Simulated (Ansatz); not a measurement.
# Sn7O16: course of a relaxation

Theory: DFT PBE, scalar-relativistic, plane waves, PAW (Ansatz). (420 eV cutoff, 3×3×3 k-mesh, Gaussian smearing of 0.01 eV, collinear spin)

What was changed: Sn vacancy (site a), charge +0, atoms relaxed at the host's cell.

In a supercell of 23 atoms the defect feels its periodic images, and the cell reads as a metal on the mesh, so a level in the gap can't be told from a carrier in the bands.

Command:

```bash
ansatz run input.yaml --threads 4 --pin off --max-ram 10240MiB --backend cpu --events-out ev --progress --plain --runs-dir out
```

Input:

```yaml
crystal:
  lattice:
    - [-4.8271903445, -4.8271903445, 0.0]
    - [-4.8271903445, 4.8271903445, 0.0]
    - [4.8271903445, 0.0, -6.4763045098]
  atoms:
    - { symbol: Sn, position: [0.875, 0.375, 0.75] }
    - { symbol: Sn, position: [0.625, 0.125, 0.25] }
    - { symbol: Sn, position: [0.375, 0.875, 0.75] }
    - { symbol: Sn, position: [0.75, 0.75, 0.5] }
    - { symbol: Sn, position: [0.5, 0.5, 0.0] }
    - { symbol: Sn, position: [0.25, 0.25, 0.5] }
    - { symbol: Sn, position: [1.0, 1.0, 0.0] }
    - { symbol: O, position: [0.1131978138, 0.9265529688, 0.2365429682], spin: 0.333 }
    - { symbol: O, position: [0.875, 0.6815765231, 0.75] }
    - { symbol: O, position: [0.625, 0.4315765231, 0.25] }
    - { symbol: O, position: [0.375, 0.1815765231, 0.75] }
    - { symbol: O, position: [0.1243285905, 0.3179730361, 0.2543606459], spin: 0.333 }
    - { symbol: O, position: [0.875, 0.0684234769, 0.75] }
    - { symbol: O, position: [0.625, 0.8184234769, 0.25] }
    - { symbol: O, position: [0.375, 0.5684234769, 0.75] }
    - { symbol: O, position: [0.4452032176, 0.7404183314, 0.5006713339], spin: 0.333 }
    - { symbol: O, position: [0.1898130542, 0.4859931276, -0.0074656183], spin: 0.333 }
    - { symbol: O, position: [0.9434234769, 0.25, 0.5] }
    - { symbol: O, position: [0.6934234769, 0.0, 0.0] }
    - { symbol: O, position: [0.0534613448, 0.7606108866, 0.5102620079], spin: 0.333 }
    - { symbol: O, position: [0.8075480021, 0.5134434633, 0.0160543037], spin: 0.333 }
    - { symbol: O, position: [0.5565765231, 0.25, 0.5] }
    - { symbol: O, position: [0.3065765231, 0.0, 0.0] }
  host:
    lattice:
      - [4.8271903445, 0.0, 0.0]
      - [0.0, 4.8271903445, 0.0]
      - [0.0, 0.0, 3.2381522549]
    atoms:
      - { symbol: Sn, position: [0.5, 0.5, 0.5] }
      - { symbol: Sn, position: [0.0, 0.0, 0.0] }
      - { symbol: O, position: [0.1934234769, 0.8065765231, 0.5] }
      - { symbol: O, position: [0.8065765231, 0.1934234769, 0.5] }
      - { symbol: O, position: [0.3065765231, 0.3065765231, 0.0] }
      - { symbol: O, position: [0.6934234769, 0.6934234769, 0.0] }
basis:
  ecutwfc: 420
  xc_grid: 2
kpoints:
  mp_grid: { grid: [3, 3, 3], shift: [0.0, 0.0, 0.0] }
hamiltonian:
  xc: pbe
scf:
  occupations: { method: gaussian, width: 0.01 }
output:
  forces: true
  stress: false
  eigenvalues: true
  populations: true
  charged_corrections:
    defect_position: [0.125, 0.625, 0.25]
    epsilon: [[14.0248, 0.0, 0.0], [0.0, 14.0248, 0.0], [0.0, 0.0, 10.8937]]
magnetization:
  spin_polarized: true
relax:
  adjacent_minimum: "off"
  f_tol: 0.025
  max_steps: 45
```

F is the free energy.

Steps:

| step | F − F(1) (eV) | largest force component (eV/Å) |
| --- | --- | --- |
| 1 | 0.0000 | 1.104 |
| 2 | -0.2432 | 0.500 |
| 3 | -0.2953 | 0.162 |
| 4 | -0.3034 | 0.098 |
| 5 | -0.3065 | 0.054 |
| 6 | -0.3105 | 0.084 |
| 7 | -0.3179 | 0.208 |
| 8 | -0.3316 | 0.178 |
| 9 | -0.3264 | 0.343 |
| 10 | -0.3594 | 0.113 |
| 11 | -0.3449 | 0.125 |
| 12 | -0.3637 | 0.065 |
| 13 | -0.3648 | 0.030 |
| 14 | -0.3649 | 0.005 |

Relaxed structure:

```
CELL_PARAMETERS angstrom
-4.82719 -4.82719 0.00000
-4.82719 4.82719 0.00000
4.82719 0.00000 -6.47630
ATOMIC_POSITIONS crystal
Sn 0.87835 0.37755 0.75360
Sn 0.62436 0.12478 0.25048
Sn 0.37024 0.87206 0.74738
Sn 0.71941 0.74117 0.49496
Sn 0.52906 0.50834 0.00594
Sn 0.25093 0.25209 0.50496
Sn 0.99769 0.99749 0.99588
O 0.12480 0.94365 0.25083
O 0.87266 0.68002 0.75183
O 0.63498 0.43089 0.25121
O 0.38079 0.18550 0.75547
O 0.12369 0.30588 0.24999
O 0.86768 0.06403 0.74538
O 0.61362 0.81867 0.24972
O 0.37600 0.56952 0.74908
O 0.42915 0.75141 0.50255
O 0.20887 0.43834 0.96343
O 0.94256 0.25300 0.50073
O 0.69138 0.99815 0.99945
O 0.03967 0.81116 0.53753
O 0.81933 0.49814 0.99837
O 0.55724 0.25154 0.50145
O 0.30609 0.99662 0.00023
```

The run converged. It took 11 min on 4 threads of Arm Neoverse V2, on a shared host, peak memory 1.6 GiB.